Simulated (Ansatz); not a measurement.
# Ni: zone-centre modes

The calculation used DFT PBE, scalar-relativistic, plane waves, PAW (Ansatz). The runs took a 420 eV cutoff, a Γ-centred 24×24×18 mesh and Gaussian smearing (0.15 eV). Collinear spins, started from moments 0.8, 0.8 μB in atom order; the magnetic state may not be the lowest.

The undisturbed cell (relaxed at this level):

```
CELL_PARAMETERS angstrom
0.00000 -1.75926 -1.75926
0.00000 1.75926 -1.75926
3.51852 0.00000 0.00000
ATOMIC_POSITIONS crystal
Ni 0.50000 0.50000 0.50000
Ni 0.00000 0.00000 0.00000
```

Harmonic modes by finite displacements of 0.02 Å, without the LO–TO term. The cell doubles the primitive one, so its zone centre also holds the primitive cell's point q = (0, 1/2, 1/2).

(1) At this geometry, is the structure stable against these modes?

(2) List the wavenumbers in cm⁻¹.

## Answers

(1) Yes: no mode is imaginary beyond 10 cm⁻¹, and only the three translations lie near zero.

(2) 0, 0, 0, 212, 212, 284.

Cost: 1 run of about 5.2 core-minutes, on Intel Xeon Processor @ 2.70GHz (shared hosts).